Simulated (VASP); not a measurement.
**PbSe in VASP 6.6.1, relaxation**

INCAR

```
ISPIN = 2
ISIF = 3
GGA = CA
LCHARG = .FALSE.
ISMEAR = -1
LASPH = .TRUE.
NBANDS = 17
SIGMA = 0.02
LWAVE = .FALSE.
NELM = 73
LREAL = .FALSE.
ENCUT = 600
EDIFFG = -5E-3
PREC = Accurate
MAGMOM = 0.5 0.5
NSW = 40
IBRION = 2
EDIFF = 1E-7
```

KPOINTS

```
KPOINTS created by Atomic Simulation Environment
0
Gamma
6 6 6
0 0 0
```

POSCAR

```
Pb Se
 1.0000000000000000
     0.0000000000000000    3.4487878666993081    3.4487878666993081
     3.4487878666993081   -0.0000000000000000    3.4487878666993081
     3.4487878666993081    3.4487878666993081   -0.0000000000000000
 Pb  Se
   1   1
Cartesian
 -0.0000000000000000 -0.0000000000000000 -0.0000000000000000
  1.7243939333496539  1.7243939333496539  1.7243939333496539
```

The recommended LDA PAW datasets give the neutral cell 20 valence electrons.

Command

```
mpirun -np 1 vasp_std
```

OSZICAR

```
N       E                     dE             d eps       ncg     rms          rms(c)
DAV:   1     0.164852219424E+03    0.16485E+03   -0.94820E+03  1088   0.117E+03
DAV:   2     0.480637352317E+01   -0.16005E+03   -0.15445E+03  1149   0.297E+02
DAV:   3    -0.879981345659E+01   -0.13606E+02   -0.13520E+02  1375   0.942E+01
DAV:   4    -0.917149366873E+01   -0.37168E+00   -0.37140E+00  1282   0.189E+01
DAV:   5    -0.918473681915E+01   -0.13243E-01   -0.13243E-01  1474   0.338E+00    0.385E+00
DAV:   6    -0.880877394385E+01    0.37596E+00   -0.12728E+00  1610   0.647E+00    0.182E+00
DAV:   7    -0.879961414974E+01    0.91598E-02   -0.12075E-01  1178   0.160E+00    0.101E+00
DAV:   8    -0.879665090984E+01    0.29632E-02   -0.62170E-03  1214   0.691E-01    0.502E-01
DAV:   9    -0.879512387833E+01    0.15270E-02   -0.27140E-03  1331   0.433E-01    0.143E-01
DAV:  10    -0.879475162314E+01    0.37226E-03   -0.39756E-04  1317   0.173E-01    0.794E-02
...
   2 F= -.88457906E+01 E0= -.88457902E+01  d E =-.510010E-01  mag=    -0.0000
       N       E                     dE             d eps       ncg     rms          rms(c)
DAV:   1    -0.888863184574E+01   -0.42841E-01   -0.12199E+00  1382   0.175E+01    0.107E+00
DAV:   2    -0.885339910206E+01    0.35233E-01   -0.71936E-02  1382   0.421E+00    0.383E-01
DAV:   3    -0.884771588289E+01    0.56832E-02   -0.23758E-02  1372   0.231E+00    0.622E-02
DAV:   4    -0.884772126538E+01   -0.53825E-05   -0.57950E-04  1094   0.209E-01    0.272E-02
DAV:   5    -0.884771864948E+01    0.26159E-05   -0.95050E-05  1420   0.113E-01    0.103E-02
DAV:   6    -0.884771635482E+01    0.22947E-05   -0.11470E-05  1406   0.537E-02    0.238E-03
DAV:   7    -0.884771626240E+01    0.92425E-07   -0.44480E-07  1137   0.475E-03
   3 F= -.88477163E+01 E0= -.88477161E+01  d E =-.529267E-01  mag=     0.0000
```

Standard output (part)

```
POSCAR found type information on POSCAR PbSe
 POSCAR found :  2 types and       2 ions
 LDA part: xc-table for (Slater(with rela. corr.)+CA(PZ))
 , standard interpolation
 POSCAR, INCAR and KPOINTS ok, starting setup
 WAVECAR not read
 entering main loop
 curvature:   0.00 expect dE= 0.000E+00 dE for cont linesearch  0.000E+00
 search vector abs. value=  0.120E+00
 bond charge predicted
 trial-energy change:   -0.051001  1 .order   -0.047791   -0.120010    0.024428
 bond charge predicted
 curvature:  -0.41 expect dE=-0.813E-07 dE for cont linesearch -0.813E-07
 search vector abs. value=  0.198E-06
 reached required accuracy - stopping structural energy minimisation
```

```
ionic step  ΔE (meV/atom)  volume (Å³)  largest force (eV/Å)  pressure (GPa)  electronic steps
         1            0.0        82.04                 0.000           -2.51                15
         2          -25.5        74.63                 0.000            0.56                11
         3          -26.5        75.73                 0.000            0.00                 7
```

It converged. Results: relaxed cell vector lengths 4.749, 4.749, 4.749 Å; relaxed cell volume 75.73 Å³; magnetic moment of the cell 0.00 μB.

For comparison, a separate LDA relaxation on usual settings, not on those above, ends at 75.72 Å³.

The run above took about 48 s on one core of a shared host (Intel Xeon 6975P-C) and held 0.24 GiB at most.
